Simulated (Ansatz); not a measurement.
Structure relaxation of Mn

The calculation used Ansatz 0.2.0, DFT PBE, scalar-relativistic, plane waves, PAW. Cutoff 420 eV, Γ-centred k mesh, Gaussian smearing, no spin polarisation in the final step.

The start puts Mn on the sites of a reported C cell (Fmmm, No. 69), at a guessed volume.

```
Mn
1.0
     0.00000    2.48891    3.91766
     1.43694    0.00000    3.91766
     1.43694    2.48891    0.00000
Mn
2
Cartesian
  1.4369 0.8297 3.9177
  1.4369 4.1482 3.9177
```

Steps on the 8×8×8 mesh (2 atoms). 12 of 27 steps are shown, and the free energy counts from the last. Trial steps that were taken back and renewals of the plane-wave basis can be among the rows.

```tsv
step	ΔF (meV/atom)	V (Å³/atom)	P (GPa)	largest force component (eV/Å)
1	4770.3	14.01	129.81	0.067
3	2600.1	16.70	41.98	0.048
6	1690.8	17.43	-2.69	0.058
8	1243.0	16.05	-12.57	0.065
10	746.7	14.31	-15.67	0.196
13	315.4	11.62	0.08	0.679
15	312.1	11.36	5.55	0.448
18	113.6	11.56	18.91	0.151
20	8.2	12.16	1.53	0.125
22	2.3	12.25	-0.11	0.022
25	0.1	12.29	0.36	0.023
27	0.0	12.30	-0.03	0.019
```

A final relaxation ran on a 28×28×28 mesh. The relaxed crystal, I4/mmm (No. 139):

```
Mn
1.0
    -1.33657    1.33657    3.43927
     1.33657   -1.33657    3.43927
     1.33657    1.33657   -3.43927
Mn
2
Direct
  0.15464 0.15464 0.00000
  0.84536 0.84536 0.00000
```

```json
{
  "Volume per atom": "12.29 Å³",
  "Density": "7.42 g/cm³",
  "Energy over the standard structure": "0.61 eV/atom",
  "Gap on the 28×28×28 mesh": "0 eV (a metal)"
}
```

Energies count from the standard state of Mn at the same level.

The final run used a 28×28×28 mesh on its 2-atom cell and 0.10 eV smearing. The k mesh leaves about 4 meV/atom of noise in metals.

A structure relaxed within its symmetry needn't be a true minimum.